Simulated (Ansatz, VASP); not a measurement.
## Si54C53 (V_C2): VASP beside Ansatz

One calculation is typed for both programs; each brings its own data sets. How far apart do they land? The cell is taken from a series of runs on this material, whose earlier steps may have relaxed, scaled, displaced or heated it; both programs get it as it stands.

Method: plane waves, with VASP 6.6.1 beside it; single point at r2SCAN, in Ansatz 0.2.0.

## (1) Starting point

The cell holds 107 atoms: 54 Si and 53 C. Its edges and angles: a = 9.236 Å, b = 9.236 Å, c = 15.108 Å, α = 90.0°, β = 90.0°, γ = 120.0°. It derives from SiC (SiC (P6_3mc)). Nearest the centre at fractional (0.667, 0.667, 0.374): Si26 at 1.65 Å, Si32 at 1.71 Å, Si50 at 1.73 Å, Si53 at 1.77 Å, C82 at 3.03 Å, C68 at 3.04 Å, C86 at 3.05 Å, C106 at 3.06 Å. The cell carries charge −2.

## (2) Ansatz: single point, r2SCAN

Ansatz runs on its PAW soft_1 files.

With cell and atoms fixed, the geometry can't cause a difference; cores, projectors, grids and the points listed under the comparison can.

The input, input.yaml:

```yaml
crystal:
  checkpoint: "../qm2_M2.relax.run"
  host: checkpoint
total_charge: -2
basis:
  ecutwfc: 500
  xc_grid: 2
hamiltonian:
  xc: r2scan
  pseudopotentials: { kind: paw, azcp: { folder: soft_1 } }
kpoints:
  mp_grid: { grid: [2, 2, 2], shift: [0.5, 0.5, 0.5] }
magnetization:
  spin_polarized: true
  initial_magnetization: 2
  spin_locking: { lock_magnetization: hard }
scf:
  occupations: { method: fermi_dirac, width: 0.01 }
  max_iter: 80
output:
  forces: true
  eigenvalues: true
  charged_corrections:
    epsilon: [7.09, 7.09, 7.35]
    static_epsilon: [10.43, 10.43, 10.95]
    defect_position: [0.666667, 0.666667, 0.374367]
  eigenstates: { localisation: true }
  populations: true
  efg: {}
  band_densities: [{ bands: [v1, v1] }, { bands: [c1, c1] }]
  write_density: true
  write_potential: true
  volumetric_format: npy
checkpoint:
  read: "../qm2_M2.relax.run"
  write: "../qm2_M2.point.run"
  compress: false
  write_wavefunctions: false
  write_every: 100000
```

Launch:

```
ansatz run input.yaml --threads 8 --pin off --max-ram 15073MiB --backend cpu --events-out ev --progress --plain --runs-dir out
```

Numbers of over 12 decimals in the logs are rounded to 6 here.

Output:

```text
Warning: This run holds its total moment fixed (magnetization.spin_locking.lock_magnetization: hard) and mixes its density by anderson or broyden (scf.mixing.algorithm, typed or taken by auto). Slabs with a fixed moment have converged under broyden above another state at the same moment, at the default mixing steps and at smaller ones, and under scf.lower_state_search: standard, light or off a state that such a mixer [...]
crystal.checkpoint: the structure is that of <dir>, a `relax` run, at its step 8: its result, under r2scan at a charge of -2 e; 107 atoms read, 0 with a starting moment; crystal.structure_sha256 for this input is
Engine: ansatz 0.2.0, aarch64-unknown-linux-gnu
Pseudopotentials: kind: paw
Pseudopotential: Si, paw, valence charge 4, recommended cutoff 500 eV (meta_gga), soft_1/Si.paw.azcp
Pseudopotential: C, paw, valence charge 4, recommended cutoff 500 eV (meta_gga), soft_1/C.paw.azcp
Functional definition: r2SCAN
  parameter k0 = 0.174
  parameter k1 = 0.065
  parameter a1 = 4.9479
  exchange = r2scan_x(k0 = k0, k1 = k1, a1 = a1)
  correlation = r2scan_c
Crystal: 107 atoms, lattice volume = 1116.095 Å³
Basis set: ecut = 500 eV, 28399 PW (Γ), exchange–correlation on 144×144×240 points (8 copies of the dense FFT grid, shifted against one another)
Bands: 323, of which v1, the nominal top of the filled ones, is band 215 counted from 1 (214 counted from 0)
Symmetry: 1 space group operations
Space group: P1 (ITA 1), of the structure as read, at distance tolerance 1.0e-4 Å
Magnetic group: BNS 1.1 (UNI 1), of the structure as read, at distance tolerance 1.0e-4 Å
k-points: 4 of 8 (time reversal used)
Non-local potential: Si, projectors of the file, l = 0: 2, l = 1: 2, l = 2: 1
Non-local potential: C, projectors of the file, l = 0: 2, l = 1: 2, l = 2: 1
PAW form: soft (Blöchl's): semilocal exchange-correlation on the pseudo side does not see the compensation charge
PAW frozen core: Si, regenerated for the run's functional (the file was generated under x = pbe(κ = 0.804, μ = 0.219515), c = pbe(β = 0.066725))
PAW frozen core: C, regenerated for the run's functional (the file was generated under x = pbe(κ = 0.804, μ = 0.219515), c = pbe(β = 0.066725))
PAW one-centre angular grid: Si, 302 points (default); XC on 160 Gauss nodes
PAW one-centre angular grid: C, 302 points (default); XC on 219 of its mesh's 2255 points in the sphere
Initial density: read from a saved state, or passed on in memory by an earlier SCF of this step, an earlier step, the calling program or the single point that the run made first
Stability of the state it starts from, as read at its close in the collinear treatment: not read, because the mixer in use, unlike msr1, does not test its closes by its own steps (another_mixer); its run was given moments
Starting moments: Σ|m| = 2 μB on 107 of 107 sites; this step starts from the density that it was given
Initial wavefunctions: pseudopotential atomic-orbital guess — the wavefunctions supplied were not used: k-point sampling differs
Functional: x = r2scan, c = r2scan; τ floored in thin density (d = 2e-4 eV/Å³)
iter 1 solved again at ethr=2.15e-5 eV; its pass at ethr=3.10e-3 eV (dr2=9.26e-2 eV) is discarded
SCF iter   1: F=—  HF=-47852.021170 eV  |F-HF|=—  |Δ(HF+E_count)|=         —  Δρ=1.60e-3 (↑1.60e-3 ↓1.60e-3)  dr2=9.06e-2  dr2_τ=1.24e-3  dr2_m=1.68e-3  M=2.000 μB ∫|m|=2.171 μB  β_m=1.20  ethr=2.15e-5  ⟨swp⟩=8.2  Hψ=19144  notcnv=0
preconditioner: auto → Resta (q_TF=auto, 2.327 Å⁻¹)  ε∞=4.3  [insulator: Δε(μ)=0.351 eV  Ē_g=12.664 eV  σ=0.010 eV  W_gap=1.00  n_scr=244 (ndim 8)  ℏωp=23.0 eV  f_vac=0.000  D(μ)=0.00/eV (n_scr^D=0)  ε∞_Penn≈4.3]
spin=Collinear: Resta preconditioning applied to the charge; magnetization (m = ρ↑ − ρ↓) channel mixes plain (no charge-response kernel on spin).
SCF iter   2: F=—  HF=-47852.029122 eV  |F-HF|=—  |Δ(HF+E_count)|=   7.95e-3  Δρ=1.12e-3 (↑1.12e-3 ↓1.12e-3)  dr2=4.27e-2  dr2_τ=1.29e-4  dr2_m=1.36e-4  M=2.000 μB ∫|m|=2.166 μB  β_m=1.20  ethr=2.11e-5  ⟨swp⟩=4.2  Hψ=5322  notcnv=0  κ⁻¹=1.0e0(r=1)
SCF iter   3: F=—  HF=-47852.031698 eV  |F-HF|=—  |Δ(HF+E_count)|=   2.58e-3  Δρ=4.80e-4 (↑4.66e-4 ↓4.80e-4)  dr2=6.13e-3  dr2_τ=2.29e-5  dr2_m=4.97e-5  M=2.000 μB ∫|m|=2.164 μB  β_m=1.20  ethr=9.94e-6  ⟨swp⟩=5.6  Hψ=5670  notcnv=0  κ⁻¹=5.9e-2(r=2)
[...]
k-point 3 ↓: bands = [... 211 lower, 9.0518, 9.2532, 11.1892, 11.9589, 12.0581, 12.3937, 12.5168, 12.6050, ... 104 higher]
--- Löwdin populations: 107 sites ---
  site symbol       q [e]    m [muB]
     0     Si      2.9467     0.0002
     1     Si      2.9433     0.0102
     2     Si      2.9625     0.0005
     3     Si      2.9611     0.0013
     4     Si      2.9593     0.0024
     5     Si      2.9603     0.0006
     6      C      4.9939     0.0001
     7      C      4.9798     0.0458
     8      C      4.9799     0.0002
     9      C      4.9803     0.0002
    10      C      4.9820     0.0009
    11      C      4.9812     0.0001
    12     Si      2.9464     0.0005
    13     Si      2.9507    -0.0021
    14     Si      2.9611     0.0009
    15     Si      2.9607     0.0009
    16     Si      2.9640    -0.0002
    17     Si      2.9616     0.0004
    18      C      4.9938     0.0004
    19      C      4.9939    -0.0008
    20      C      4.9807    -0.0001
    21      C      4.9784    -0.0001
    22      C      4.9843     0.0001
    23      C      4.9805    -0.0001
[...]
99     Si      2.9536     0.0019
   100     Si      3.4442     0.1892
   101     Si      2.9605     0.0007
   102      C      4.9943     0.0005
   103      C      4.9797     0.0008
   104      C      4.9711     0.0122
   105      C      4.9486     0.0333
   106      C      4.9853     0.0020
  spilling = 0.010614 (of n_electrons = 430.000000)
--- Band densities, each state counted as filled ---
  window                                       electrons  max residual (eV)  cut levels
  bands: [v1, v1]                    1.000000 + 1.000000             2.3e-4           0
  bands: [c1, c1]                    1.000000 + 1.000000             1.5e-4           0
```

## (3) VASP: single point, r2SCAN

The same cell, functional, mesh and smearing now go to VASP, with its own data sets.

Lines of VASP's logs that name or quote its potential files are left out, and so is its time.

The input, INCAR:

```
SYSTEM = Si54C53
PREC = Accurate
ENCUT = 580
EDIFF = 1E-06
NELM = 200
ISMEAR = -1
SIGMA = 0.01
LREAL = Auto
ALGO = Normal
METAGGA = R2SCAN
LASPH = .TRUE.
NELECT = 430
NBANDS = 289
ISPIN = 2
MAGMOM = 0 0.01 0 0 0 0 0 0 0 0 -0 0 0 0.01 0 0 0 0 0 0.01 0 0.01 0 0 0 0.1 0 0 0 0 0 0.08 0 0 0 0 0 0 0 0 0 0 0 0 0 0 0 0 0 0.07 0 0 0.04 0 0 0.03 0 -0 0 -0 0 -0 -0 -0 -0 -0 0 0.05 0.01 0 0 0 0 -0 0 0 0 0.01 -0 0.04 -0 0.04 -0 0 0 0.05 0.01 0.01 0.03 0 0 0.03 0 0 -0 -0 -0 0.03 0 -0 -0 0 0 0 0.01 0.03 0
LORBIT = 11
LWAVE = .FALSE.
LCHARG = .FALSE.
ISIF = 2
ISYM = 0
NUPDOWN = 2
GGA_COMPAT = .FALSE.
LMIXTAU = .TRUE.
```

The input, POSCAR:

```
Si54C53
1.0
    9.2359949282      0.0000000000      0.0000000000
   -4.6179974641      7.9986062370      0.0000000000
    0.0000000000      0.0000000000     15.1078644027
Si C
54 53
Direct
    0.1118497657      0.2210357318      0.8330203311
    0.2228559065      0.1132624503      0.3343611329
[... 2 atom lines left out ...]
    0.9971580020      0.9964709560      0.4984540210
[... 2 atom lines left out ...]
    0.2261105466      0.4474823660      0.3345689063
[... 5 atom lines left out ...]
    0.2223661547      0.7786744906      0.3338358523
[... 1 atom line left out ...]
    0.1126240622      0.8908822917      0.1674727494
    0.9977626768      0.6662923273      0.4982019529
[... 2 atom lines left out ...]
    0.5561903697      0.1133447283      0.3342993383
[... 1 atom line left out ...]
    0.4471743699      0.2270674476      0.1694131836
[... 3 atom lines left out ...]
    0.5665887525      0.4691923121      0.3421456191
    0.5539506158      0.4407464656      0.6672565716
    0.4473557433      0.5581493810      0.1680784712
    0.3319729795      0.3305034514      0.5000722921
[... 2 atom lines left out ...]
    0.5763813620      0.7752166427      0.3329576077
    0.5553915558      0.7747314228      0.6648725524
    0.4462046980      0.8904729777      0.1677727862
    0.3340458440      0.6661080869      0.4982960347
[... 2 atom lines left out ...]
    0.8897122241      0.1128823078      0.3342283948
[... 2 atom lines left out ...]
    0.6654137559      0.9965455129      0.4988626753
[... 2 atom lines left out ...]
    0.8876732505      0.4476778299      0.3345343808
[... 1 atom line left out ...]
    0.7783498930      0.5584725204      0.1680852354
    0.6644904879      0.3305641170      0.5003716732
[... 2 atom lines left out ...]
    0.8676316563      0.7770136220      0.3319008167
    0.8864746743      0.7748905393      0.6645585971
    0.7790481757      0.8900489905      0.1663146498
    0.6581087261      0.6526139804      0.4914238453
[... 2 atom lines left out ...]
    0.0016503522      0.0036375626      0.3742996131
[... 1 atom line left out ...]
    0.2238420542      0.1133553925      0.2087956312
[... 5 atom lines left out ...]
    0.2238399708      0.4463648287      0.2087033182
    0.2216909488      0.4431893679      0.5421595112
[... 2 atom lines left out ...]
    0.9976590106      0.6702184692      0.3740182207
[... 7 atom lines left out ...]
    0.5564762776      0.1133070543      0.2088299441
[... 3 atom lines left out ...]
    0.3335166001      0.3339816775      0.3759020842
[... 1 atom line left out ...]
    0.5577549736      0.4489713757      0.2103046980
    0.5510533091      0.4361180561      0.5455371889
[... 2 atom lines left out ...]
    0.3379095234      0.6698615405      0.3740662094
[... 1 atom line left out ...]
    0.5570532704      0.7809808464      0.2060019096
    0.5547065787      0.7742080908      0.5410119621
[... 2 atom lines left out ...]
    0.6676306879      0.0029918733      0.3746209880
[... 1 atom line left out ...]
    0.8898896755      0.1129082390      0.2083545619
    0.8881009426      0.1095084153      0.5417923229
[... 2 atom lines left out ...]
    0.6659909712      0.3346960963      0.3760416724
[... 1 atom line left out ...]
    0.8893332748      0.4464383442      0.2087268828
    0.8881285552      0.4432878264      0.5421348277
[... 3 atom lines left out ...]
    0.8922568459      0.7817908550      0.2052574237
    0.8852397604      0.7742262132      0.5404548978
    0.7793310296      0.8901228008      0.0407702681
```

The input, KPOINTS:

```
Points of the shifted mesh
8
Reciprocal
 0.2500000000  0.2500000000  0.2500000000 1
 0.2500000000  0.2500000000  0.7500000000 1
 0.2500000000  0.7500000000  0.2500000000 1
 0.2500000000  0.7500000000  0.7500000000 1
 0.7500000000  0.2500000000  0.2500000000 1
 0.7500000000  0.2500000000  0.7500000000 1
 0.7500000000  0.7500000000  0.2500000000 1
 0.7500000000  0.7500000000  0.7500000000 1
```

PAW data sets: Si and C (PBE family, release 64).

Launch:

```
export OMP_NUM_THREADS=3
mpirun -np 1 vasp_std
```

Output:

```text
[banner, memory and clock lines left out]
running    1 mpi-ranks, on    1 nodes
[...]
Offloading initialized ...    1 GPUs detected
[...]
|                                                                             |
|               ----> ADVICE to this user running VASP <----                  |
|                                                                             |
|     You enforced a specific xc type in the INCAR file but a different       |
|     [... a line on the potential file left out ...]
|     I HOPE YOU KNOW WHAT YOU ARE DOING!                                     |
|                                                                             |

 LDA part: xc-table for (None), standard interpolation
 POSCAR, INCAR and KPOINTS ok, starting setup
[...]
entering main loop
       N       E                     dE             d eps       ncg     rms          rms(c)
DAV:   1     0.124436298013E+04    0.12444E+04   -0.21622E+05  9248   0.152E+03
DAV:   2    -0.999237191979E+03   -0.22436E+04   -0.21176E+04 11256   0.257E+02
DAV:   3    -0.116483117392E+04   -0.16559E+03   -0.16349E+03 11240   0.644E+01
DAV:   4    -0.116878900731E+04   -0.39578E+01   -0.39388E+01 11224   0.107E+01
DAV:   5    -0.116889304398E+04   -0.10404E+00   -0.10385E+00 11160   0.167E+00BRMIX: very serious problems
 the old and the new charge density differ
 old charge density:   428.00000 new  430.00000
    0.668E+01
DAV:   6    -0.100584400901E+04    0.16305E+03   -0.25302E+02 10592   0.220E+01    0.373E+01
DAV:   7    -0.100780636234E+04   -0.19624E+01   -0.34459E+01 11408   0.847E+00    0.165E+01
DAV:   8    -0.100831347439E+04   -0.50711E+00   -0.15311E+00 10728   0.230E+00    0.370E+00
DAV:   9    -0.100835330926E+04   -0.39835E-01   -0.14649E-01 10784   0.724E-01    0.119E+00
[...]
DAV:  16    -0.100836405046E+04   -0.54296E-05   -0.61582E-06 10992   0.479E-03    0.737E-03
DAV:  17    -0.100836405329E+04   -0.28264E-05   -0.13837E-06  6160   0.239E-03    0.371E-03
DAV:  18    -0.100836405427E+04   -0.98546E-06   -0.58585E-07  6152   0.154E-03
   1 F= -.10083641E+04 E0= -.10083641E+04  d E =-.383639E-10  mag=     1.9993
```

From OUTCAR (step 3):

```text
  FREE ENERGIE OF THE ION-ELECTRON SYSTEM (eV)
  ---------------------------------------------------
  free  energy   TOTEN  =     -1008.3640542728 eV

  energy  without entropy=    -1008.3640542728  energy(sigma->0) =    -1008.36405427

 magnetization (x)
# of ion       s       p       d       tot
------------------------------------------
    1        0.000   0.000   0.000   0.000
    2        0.002   0.006   0.000   0.008
    3        0.000   0.000   0.000   0.000
    4        0.000   0.000   0.000   0.000
    5        0.001   0.001   0.000   0.002
    6        0.000   0.000   0.000   0.000
    7        0.000   0.000   0.000   0.000
    8        0.001  -0.001   0.000   0.000
    9        0.000   0.000   0.000   0.000
   10       -0.000   0.000   0.000   0.000
   11       -0.000  -0.000   0.000  -0.000
   12       -0.000   0.000   0.000   0.000
   13        0.000   0.001   0.000   0.002
[...]
--------------------------------------------------
tot          0.262   0.597   0.000   0.859
```

The run ends at a pressure of 2.63 GPa, with forces up to 0.24 eV/Å.

## (4) Comparison

Known differences besides the potentials themselves: VASP starts from the moments at which Ansatz ended; VASP keeps PBE cores, Ansatz makes them for the functional; the cutoff is 500 eV in Ansatz and 580 eV in VASP (PREC = Accurate, projectors in real space); site moments are counted in spheres of each program's own size. Total energies have different zeros and are not compared.

Both answers:

```
                             quantity  Ansatz  VASP  difference
total moment, fixed by the input (μB)    2.00  2.00        0.00
                  moment on Si26 (μB)    0.10  0.15       -0.05
                  moment on Si32 (μB)    0.08  0.12       -0.04
                  moment on Si50 (μB)    0.07  0.11       -0.04
                  moment on Si53 (μB)    0.04  0.06       -0.02
```

Forces on 9 of the 107 atoms, those with the largest forces and the largest differences (eV/Å; atoms numbered as in POSCAR):

```
atom          Ansatz x, y, z            VASP x, y, z
 Si8   -0.104, 0.091, -0.018   -0.106, 0.092, -0.015
Si26    0.056, 0.042, -0.206    0.055, 0.034, -0.202
Si27     0.056, 0.001, 0.034    0.052, -0.002, 0.025
Si29    0.016, -0.024, 0.138    0.015, -0.022, 0.141
Si32  -0.086, -0.101, -0.162  -0.087, -0.096, -0.166
Si38   -0.136, 0.092, -0.019   -0.133, 0.094, -0.016
Si50   0.037, -0.132, -0.082   0.039, -0.126, -0.088
Si53     0.103, 0.130, 0.173     0.106, 0.127, 0.178
 C82   0.081, -0.088, -0.034   0.081, -0.086, -0.044
```

The forces differ by 2.6 meV/Å r.m.s., which is 5.6 % of the r.m.s. force of 0.047 eV/Å (both taken over all components). The cell carries a charge of -2 e against a uniform background, so its pressure also hangs on how the neutralising background is counted, and in a defect's cell a gap may be the spacing between its levels.

## (5) Results

```
r.m.s. force difference (single point, r2SCAN) : 2.6 meV/Å
```

In words: The r.m.s. force difference is 2.6 meV/Å (single point, r2SCAN), within the 12 meV/Å picked in this series as the mark of a large difference. Such differences can come from data sets, numerical settings and the points named under the comparisons, not from the functional's error against experiment.

[Lines on the potential files, build, host, timing and source positions are cut from VASP's logs without a mark.]

[Logs are printed without paths, hosts, clocks, repeated set-up lines and the standing remarks that a program may print on its own settings, such as how far it seeks lower states.]

[Hosts, paths, dates, database ids (printed as entryN), source tags and the programs' standing remarks are cut or masked in the printed files.]
